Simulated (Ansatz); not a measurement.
Ge:

```
Ge
1.0
     0.00000    2.82891    2.82891
     2.82891    0.00000    2.82891
     2.82891    2.82891    0.00000
Ge
2
Direct
  0.25000 0.25000 0.25000
  0.00000 0.00000 0.00000
```

Base run:

| Property | Result |
| --- | --- |
| Program | Ansatz 0.2.0 |
| Functional | RPBE |
| Potentials or basis | all-electron PAW datasets made for the crystal |
| Cutoff | 140 eV |
| Density cutoff | 840 eV |
| k mesh | 8 × 8 × 8 |
| Occupations | fermi-dirac, width 0.15 eV |
| Spin | no spin polarisation |

Its results: pressure 5.5 GPa.

**Question.** The run is repeated on the same cell with these changes: functional from RPBE to PBE exchange only; occupations from fermi-dirac, width 0.15 eV to cold, width 0.01 eV. What comes out?

**Answer.** Pressure 13.5 GPa.

Not every run made on this cell is shown here.
